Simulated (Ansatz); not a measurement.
Au, hcp: how the functional moves the structure

All rows: Ansatz, plane waves with scalar-relativistic PAW, 420 eV (500 eV for the SCAN forms), relaxed under each functional, no dispersion correction, no zero-point motion. B₀ comes from uniform scaling at fixed shape; a dash is a value not given.

| functional | V (Å³/atom) | cell | B₀ (GPa) | magnetic state | ΔE to fcc (meV/atom) |
| --- | --- | --- | --- | --- | --- |
| PBE | 17.98 | a = 2.916 Å, c = 4.885 Å (c/a = 1.676) | 136 | spin not included | 6 |
| r²SCAN | 17.56 | a = 2.891 Å, c = 4.851 Å (c/a = 1.678) | 150 | spin not included | 9 |
| PBEsol | 17.02 | a = 2.864 Å, c = 4.790 Å (c/a = 1.672) | 171 | spin not included | 6 |
| LDA | 16.58 | a = 2.840 Å, c = 4.750 Å (c/a = 1.673) | 191 | spin not included | 5 |
| revPBE | 18.36 | a = 2.935 Å, c = 4.923 Å (c/a = 1.677) | 123 | spin not included | 5 |
| RPBE | 18.52 | a = 2.943 Å, c = 4.939 Å (c/a = 1.678) | 118 | spin not included | 5 |
| BLYP | 19.49 | a = 2.980 Å, c = 5.069 Å (c/a = 1.701) | 101 | spin not included | 2 |

LDA gives the smallest volume and BLYP the largest.
